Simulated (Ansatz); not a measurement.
The system is TiCo.

```xyz
2
Lattice="2.9861 0.0000 0.0000 0.0000 2.9861 0.0000 0.0000 0.0000 2.9861" Properties=species:S:1:pos:R:3 pbc="T T T"
Co    1.4931    1.4931    1.4931
Ti    0.0000    0.0000    0.0000
```

The cell comes from a database or a generator and needn't be the stable form of this composition.

A run of Ansatz 0.2.0 on this cell left the log below. Logs are shortened: lines on timing, memory, paths and dates and some standing lists are left out, and cuts for length are marked.

```text
Warning: RAYON_NUM_THREADS=2 ignored (pool sized by the plan → 2); use --threads N
Engine: ansatz 0.2.0, aarch64-unknown-linux-gnu
Pseudopotentials: kind: paw
Pseudopotential: Co, paw, valence charge 17, recommended cutoff 420 eV (normal), Co.paw.azcp
Pseudopotential: Ti, paw, valence charge 12, recommended cutoff 420 eV (normal), Ti.paw.azcp
Functional definition: PBE
  parameter kappa = 0.804
  parameter beta = 0.06672455060314922
  exchange = pbe_x(kappa = kappa, mu = beta*pi^2/3)
  correlation = pbe_c(beta = beta)
Crystal: 2 atoms, lattice volume = 26.627 Å³
Basis set: ecut = 420 eV, 485 PW (Γ), exchange–correlation on 40×40×40 points (8 copies of the dense FFT grid, shifted against one another)
Bands: 20, of which v1, the nominal top of the filled ones, is band 15 counted from 1 (14 counted from 0)
Symmetry: 48 space group operations
Space group: Pm-3m (ITA 221), of the structure as read, at distance tolerance 3.0e-5 Å
Magnetic group: BNS 221.92 (UNI 1594), of the structure as read, at distance tolerance 3.0e-5 Å
k-points: 35 of 729
Non-local potential: Co, projectors of the file, l = 0: 3, l = 1: 2, l = 2: 3, l = 3: 1
Non-local potential: Ti, projectors of the file, l = 0: 3, l = 1: 2, l = 2: 3, l = 3: 1
PAW form: soft (Blöchl's): semilocal exchange-correlation on the pseudo side does not see the compensation charge
PAW one-centre angular grid: Co, 590 points (default); XC on 64 Gauss nodes
PAW one-centre angular grid: Ti, 590 points (default); XC on 64 Gauss nodes
Initial density: superposition of atomic densities (chi_scale 0.1, normalization cell)
Starting moments: Σ|m| = 3 μB on 2 of 2 sites
Initial wavefunctions: pseudopotential atomic-orbital guess
Functional: x = pbe(κ = 0.804, μ = 0.2195149727645171), c = pbe(β = 0.06672455060314922)
[... 12 lines left out ...]
SCF iter  11: F=—  HF=-7626.630445 eV  |F-HF|=—  |Δ(HF+E_count)|=   7.94e-8  Δρ=1.08e-5 (↑6.04e-6 ↓1.08e-5)  dr2=6.32e-8  dr2_m=2.16e-9  M=0.820 μB ∫|m|=1.040 μB  β_m=0.93  ethr=1.13e-9  ⟨swp⟩=2.2  Hψ=1878  notcnv=0
SCF iter  12: F=-7626.630445 eV  HF=-7626.630445 eV  |F-HF|=2.68e-10  |Δ(HF+E_count)|=   1.71e-8  Δρ=6.99e-7 (↑6.99e-7 ↓3.94e-7)  dr2=3.03e-10  dr2_m=3.04e-11  M=0.820 μB ∫|m|=1.040 μB  ethr=2.18e-10  ⟨swp⟩=2.1  Hψ=4409  notcnv=0
SCF 1 converged in 12 iterations: F = -7626.630445 eV  dr2 = 3.03e-10
  greatest PAW one-centre occupation: 1.000 electrons in one spin orbital (limit 2), on the Co atom at site 0 (counted from 0), in its partial waves of l = 1
SCF converged after 12 iterations
Magnetization: 0.8198 μB (14.9099 up, 14.0901 down)
Absolute magnetization: 1.0458 μB (∫|ρ↑−ρ↓|, with the PAW one-centre terms)
Spin contamination: 0.0724 ħ² per cell (⟨S²⟩ above its minimum at these occupations)
Per-site moments (μB) at R_I (Å): [(0.9228441310345779, 1.0667447900422087), (-0.02978130625517971, 1.0667447900422087)]
Free energy (F): -7626.630445 eV
Harris-Foulkes:  -7626.630445 eV  (|F-HF|=2.68e-10)
Internal energy: -7626.613624 eV  (E = F + TS)
E sigma→0 (E₀):  -7626.622035 eV
Entropy (-TS):   -0.016820 eV (-8.410 meV/atom)
Fermi energy:    16.674241 eV
--- Per-component energies (eV) ---
  E_band       = -404.830039
  E_kinetic    = 729.229501
  E_local      = -3883.486855  (includes V_loc(G=0)·N_el)
  E_nonlocal   = 459.900965
  E_hartree    = 1639.234969
  E_xc         = -257.666072
  E_vxc        = -328.712237  (∫ρ·V_xc dr)
  E_paw        = -2562.776868  (= ΣΔE_a)
  E_vpaw       = -660.231663  (= ΣTr[D̂ρ^β])
  E_aug_tail   = 0.000175  (compensation charges beyond the density's cutoff)
  E_ewald      = -3751.049440
  E_smearing   = -0.016820  (= −TS)
  E_closure    = -0.000000  (closes the sum)
  Σ components = -7626.630445   (vs F -7626.630445, Δ=0.00e0)
--- Forces (eV/Å), atoms counted from 1 ---
  atom   1  Co     0.00000000    -0.00000000    -0.00000000
  atom   2  Ti    -0.00000000    -0.00000000    -0.00000000
  max |Σ_I F_I| component: 1.29e-28 eV/Å
--- Stress (GPa, compression-positive) ---
       -0.541590       0.000000       0.000000
       -0.000000      -0.541590       0.000000
       -0.000000       0.000000      -0.541590
  P = ⅓ Tr σ = -0.5416 GPa (-5.416 kbar)
--- Band table (eV; the first three rows and the last of 70) ---
  k-point 0 ↑: bands = ["-79.0634", "-42.3265", "-42.3265", "-42.3265", "-40.4357", "-16.5452", "-16.5452", "-16.5452", "8.9377", "12.4707", "12.4707", "14.7886", "14.7886", "14.7886", "17.1525", "17.1525", "19.3431", "19.3431", "19.3431", "25.5139"]
  k-point 1 ↑: bands = ["-79.0632", "-42.3303", "-42.3262", "-42.3262", "-40.4306", "-16.5811", "-16.5427", "-16.5427", "9.1813", "12.5664", "12.5761", "14.7706", "14.7706", "14.8269", "17.0472", "17.1917", "19.0263", "19.0263", "19.2954", "24.4298"]
  k-point 2 ↑: bands = ["-79.0628", "-42.3401", "-42.3256", "-42.3256", "-40.4179", "-16.6713", "-16.5362", "-16.5362", "9.8793", "12.8331", "12.8343", "14.7300", "14.7300", "14.9279", "16.7530", "17.2071", "18.3579", "18.3579", "19.1706", "22.5022"]
  k-point 34 ↓: bands = ["-77.9676", "-41.2782", "-41.2781", "-41.2781", "-40.3634", "-16.7836", "-16.7835", "-16.7835", "14.1294", "14.2886", "14.2886", "14.5550", "14.6043", "14.6043", "16.7429", "16.7429", "19.6504", "19.6504", "23.5148", "24.1423"]
```

Write the input and the command behind it.

Single point with PBE, collinear spin, ferromagnetic start. The files as run (others can give the same):

input.yaml
```yaml
crystal:
  lattice:
    - [2.98611099, 0.0, 0.0]
    - [0.0, 2.98611099, 0.0]
    - [0.0, 0.0, 2.98611099]
  atoms:
    - { symbol: Co, position: [0.5, 0.5, 0.5], spin: 2.0 }
    - { symbol: Ti, position: [0.0, 0.0, 0.0], spin: 1.0 }
hamiltonian:
  xc: pbe
  pseudopotentials: { kind: paw }
magnetization:
  spin_polarized: true
kpoints:
  mp_grid: { grid: [9, 9, 9] }
scf:
  occupations: { method: fermi_dirac, width: 0.05 }
output:
  forces: true
  stress: true
  eigenvalues: true
```

Potentials or basis: Ansatz PAW.
Run with:
```bash
$ ansatz run input.yaml --threads 2 --pin off --max-ram 5632MiB --backend cpu --events-out ev --progress --plain --runs-dir out
```
